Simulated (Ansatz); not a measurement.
**TiAl₃: strain energy, fitted**

TiAl₃, I4/mmm, a = 3.824 Å, c = 8.564 Å. Ansatz: r2SCAN, PAW, 500 eV, Γ-centred 10×10×4 mesh on 8 atoms, Gaussian smearing 0.10 eV; no spin polarisation. Series: strain along c alone, the other axes held, atoms fixed by symmetry; x is the strain in per cent. y is the free energy over the unstrained cell, V0 = 15.654 Å³/atom.

| x (%) | y (meV/atom) |
| --- | --- |
| -3.0 | ? |
| -2.0 | 4.96 |
| -1.0 | 1.24 |
| 0.0 | 0.00 |
| 1.0 | 1.13 |
| 2.0 | 4.51 |
| 3.0 | 10.02 |

Task: Fit y = c2 x² + c3 x³ to the other rows, turn c2 into a modulus, and predict the missing energy.

Result: Least squares on the rows shown. y = 1.188 x² − 0.02539 x³. In eV per unit strain² c2 is 11.88; this is C33 with relaxed ions (E = ½ C33 V0 ε²): 2 × 11.88 × 160.2 / (15.654) = 243 GPa. The unstrained cell keeps some stress along the strain, worth a slope of -0.04 meV/atom per %, which the form leaves out. At x = -3.0 the fit asked for gives 11.38 meV/atom. The run gave 11.20 meV/atom, so the fit is 0.18 meV/atom too high, 1.6 % of the span of the series, against an rms of 0.03 meV/atom on the fitted rows. The row lies outside the fitted range. With a term in x⁴ added, a fit to the same known rows predicts 11.55 meV/atom, further off still.